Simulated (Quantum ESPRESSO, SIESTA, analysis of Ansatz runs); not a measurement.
**Se_N in GaN (P6_3mc): how far do the levels depend on the k-points? (SIESTA)**

We place the charge-transition levels of Se_N in GaN (P6_3mc) with atom-centred orbitals, then repeat the energies at other levels of method to see what holds. Model: a cell of 72 host atoms with 1 N taken out and 1 Se put in.

Main program and level: SIESTA 5.4.2; SIESTA numerical-orbital DFT, PBEsol, DZP basis, PseudoDojo 0.4.1 potentials converted to PSML; charged supercells in a uniform background, point-charge correction with alignment at far sites.

**What experiment says.**

For GaN, wurtzite (bulk crystal), “Thermoelectric Properties of GaN with Carrier Concentration Modulation: An Experimental and Theoretical Investigation” (2020, arxiv:2008.11387) quotes earlier work: band gap (direct gap at Gamma, literature experimental value) 3.4 eV [Rounded literature gap quoted in passing in the theory part; sample, method and …].

**1. The starting structure**

The cell holds 72 atoms: 36 Ga, 35 N and 1 Se. Cell: a = 9.608 Å, b = 9.608 Å, c = 10.426 Å, α = 90.0°, β = 90.0°, γ = 120.0°. It derives from GaN (space group P6_3mc). Nearest the centre at fractional (0.556, 0.444, 0.438): Se35 at 0.00 Å, Ga34 at 1.96 Å, Ga26 at 1.96 Å, Ga58 at 1.96 Å, Ga33 at 1.97 Å, N36 at 3.20 Å, N40 at 3.20 Å, N60 at 3.20 Å.

Structure file:

```xyz
72
Lattice="9.6085 -0.0017 0.0000 -4.8057 8.3203 0.0000 0.0000 0.0000 10.4264" Properties=species:S:1:pos:R:3 pbc="T T T"
Ga    1.6011    0.9242    2.6012
Ga   -0.0002    1.8487    5.2078
N     1.6011    0.9242    4.5663
N    -0.0002    1.8487    1.9597
Ga    1.6011    0.9242    7.8144
Ga   -0.0002    1.8487   10.4210
N     1.6011    0.9242    9.7795
N    -0.0002    1.8487    7.1729
Ga   -0.0008    3.6976    2.6012
Ga   -1.6021    4.6221    5.2078
N    -0.0008    3.6976    4.5663
N    -1.6021    4.6221    1.9597
Ga   -0.0008    3.6976    7.8144
Ga   -1.6021    4.6221   10.4210
N    -0.0008    3.6976    9.7795
N    -1.6021    4.6221    7.1729
Ga   -1.6027    6.4711    2.6012
Ga   -3.2040    7.3955    5.2078
N    -1.6027    6.4711    4.5663
N    -3.2040    7.3955    1.9597
Ga   -1.6027    6.4711    7.8144
Ga   -3.2040    7.3955   10.4210
N    -1.6027    6.4711    9.7795
N    -3.2040    7.3955    7.1729
Ga    4.8039    0.9236    2.6012
Ga    3.2027    1.8481    5.2078
N     4.8039    0.9236    4.5663
N     3.2027    1.8481    1.9597
Ga    4.8039    0.9236    7.8144
Ga    3.2027    1.8481   10.4210
N     4.8039    0.9236    9.7795
N     3.2027    1.8481    7.1729
Ga    3.2020    3.6971    2.6012
Ga    1.6008    4.6215    5.2078
Se    3.2020    3.6971    4.5663
N     1.6008    4.6215    1.9597
Ga    3.2020    3.6971    7.8144
Ga    1.6008    4.6215   10.4210
N     3.2020    3.6971    9.7795
N     1.6008    4.6215    7.1729
Ga    1.6001    6.4705    2.6012
Ga   -0.0012    7.3950    5.2078
N     1.6001    6.4705    4.5663
N    -0.0012    7.3950    1.9597
Ga    1.6001    6.4705    7.8144
Ga   -0.0012    7.3950   10.4210
N     1.6001    6.4705    9.7795
N    -0.0012    7.3950    7.1729
Ga    8.0067    0.9231    2.6012
Ga    6.4055    1.8475    5.2078
N     8.0067    0.9230    4.5663
N     6.4055    1.8475    1.9597
Ga    8.0067    0.9231    7.8144
Ga    6.4055    1.8475   10.4210
N     8.0067    0.9230    9.7795
N     6.4055    1.8475    7.1729
Ga    6.4048    3.6965    2.6012
Ga    4.8036    4.6210    5.2078
N     6.4048    3.6965    4.5663
N     4.8036    4.6210    1.9597
Ga    6.4048    3.6965    7.8144
Ga    4.8036    4.6210   10.4210
N     6.4048    3.6965    9.7795
N     4.8036    4.6210    7.1729
Ga    4.8029    6.4699    2.6012
Ga    3.2017    7.3944    5.2078
N     4.8029    6.4699    4.5663
N     3.2017    7.3944    1.9597
Ga    4.8029    6.4699    7.8144
Ga    3.2017    7.3944   10.4210
N     4.8029    6.4699    9.7795
N     3.2017    7.3944    7.1729
```

The host's dielectric constants go in as inputs: (5.90, 5.90, 6.09) for the electrons alone, (10.22, 10.22, 11.31) with the ions, from a response run on this crystal (DFPT, PBEsol, Quantum ESPRESSO) at that run's own cell.

The cell's shortest repeat is 9.6 Å.

The primitive cell was relaxed at this level beforehand, to 46.30 Å³.

The defect-free supercell was relaxed beforehand, from displaced atoms: they ended at most 0.01 Å from the sites they started about, so the symmetric structure holds.

**2. Band edges**

Levels are counted from the valence top, which comes from the unit cell, dense mesh; the energy of the host comes from the defect-free supercell at the defects' own k-points, so that the host's part of the sampling error cancels.

File host.fdf:

```
SystemName                      GaN
SystemLabel                     host
NumberOfSpecies                 2
NumberOfAtoms                   4
%block ChemicalSpeciesLabel
  1   31 Ga
  2    7 N
%endblock ChemicalSpeciesLabel
LatticeConstant                 1.0 Ang
%block LatticeVectors
     3.202819000    -0.000573000     0.000000000
    -1.601906000     2.773436000     0.000000000
     0.000000000     0.000000000     5.213207000
%endblock LatticeVectors
AtomicCoordinatesFormat         Fractional
%block AtomicCoordinatesAndAtomicSpecies
     0.666630562     0.333369142     0.498961580  1
     0.333369438     0.666630858     0.998961484  1
     0.666630874     0.333369142     0.875909972  2
     0.333369126     0.666630858     0.375910068  2
%endblock AtomicCoordinatesAndAtomicSpecies
%block kgrid.MonkhorstPack
   12   0   0  0.00
    0  12   0  0.00
    0   0   6  0.00
%endblock kgrid.MonkhorstPack
XC.Functional                   GGA
XC.Authors                      PBEsol
PAO.BasisSize                   DZP
PAO.EnergyShift                 0.005 Ry
Mesh.Cutoff                     300 Ry
OccupationFunction              FD
ElectronicTemperature           0.01 eV
MaxSCFIterations                150
SCF.MustConverge                true
SCF.Mixer.Method                Pulay
SCF.Mixer.Weight                0.2
SCF.Mixer.History               10
SCF.DM.Tolerance                1.0e-4
SCF.H.Tolerance                 1.0e-3 eV
WriteForces                     true
Charge.Mulliken                 end
```

Run with:

```
> OMP_NUM_THREADS=1 siesta host.fdf > host.out
```

The log of the run:

```text
Version         : 5.4.2

                           ***********************
                           *  WELCOME TO SIESTA  *
                           ***********************

[...]
reinit: Reading from file host.fdf

reinit: -----------------------------------------------------------------------
reinit: System Name: GaN
reinit: -----------------------------------------------------------------------
reinit: System Label: host
reinit: -----------------------------------------------------------------------

initatom: Reading input for the pseudopotentials and atomic orbitals ----------
Species number:   1 Atomic number:   31 Label: Ga
Species number:   2 Atomic number:    7 Label: N

[... pseudopotential checks and orbital generation ...]

prinput: Basis input

PAO.BasisType split

%block ChemicalSpeciesLabel
    1   31 Ga                      # Species index, atomic number, species label
    2    7 N                       # Species index, atomic number, species label
%endblock ChemicalSpeciesLabel

%block PAO.Basis                 # Define Basis set
# WARNING: This information might be incomplete!
[...]
(Free)E + p*V (eV/cell)    -4718.4940
Target enthalpy (eV/cell)    -4718.4957
[...]
siesta: Final energy (eV):
siesta:  Band Struct. =    -601.886200
siesta:       Kinetic =    3796.423809
siesta:       Hartree =    1186.711170
siesta:         Exch. =   -1214.545394
siesta:         Corr. =     -78.577134
siesta:   Exch.-corr. =   -1293.122527
siesta:  Ion-electron =   -5855.252930
siesta:       Ion-ion =   -2553.255197
siesta:         Total =   -4718.495676
siesta:         Fermi =      -5.456980
[...]
siesta: Stress tensor (static) (eV/Ang**3):
siesta:    -0.000373    0.000314   -0.000000
siesta:     0.000314   -0.000011    0.000000
siesta:    -0.000000    0.000000    0.000276
[...]
siesta: Cell volume =         46.303160 Ang**3
[...]
siesta: Pressure (static):
siesta:                Solid            Molecule  Units
siesta:           0.00000039          0.00000048  Ry/Bohr**3
siesta:           0.00003586          0.00004448  eV/Ang**3
siesta:           0.05745533          0.07125881  kBar
[...]
mulliken: Qtot =       36.000

Mulliken Atomic Populations:
Atom #   charge [q] valence [e]  Species
     1     0.911995   12.088005  Ga
     2     0.911995   12.088005  Ga
     3    -0.911995    5.911995  N
     4    -0.911995    5.911995  N
 Total     0.000000

Job completed
```

The job ended after 63 s (1 MPI rank of Arm Neoverse V1, shared host; peak memory 0.25 GiB).

The gap at this level is 1.79 eV.

Test of the sampling: at one point at (¼, ¼, ¼) the host's energy lies 25 meV an atom below its value on the primitive cell's dense mesh, a warning that formation energies at this sampling may be off by tenths of an eV.

(Continued in part 2 of 3.)

[Logs are printed without paths, hosts, clocks, repeated set-up lines and the standing remarks that a program may print on its own settings, such as how far it seeks lower states.]

[Hosts, paths, dates, database ids (printed as entryN), source tags and the programs' standing remarks are cut or masked in the printed files.]

[For some hosts the program warned that the k-mesh of the response run may be too coarse for force constants and the static dielectric constant; such warnings are not shown here.]

[Charge tables in the logs are Mulliken or Hirshfeld populations, whose sizes and signs can differ; where basis functions stand at a vacancy, SIESTA counts their charge against the missing atom's valence.]

[In relaxation paths of CP2K, step 0 can be the structure after the first move, since the trajectory file begins there, and the last row can be the final structure solved once more.]
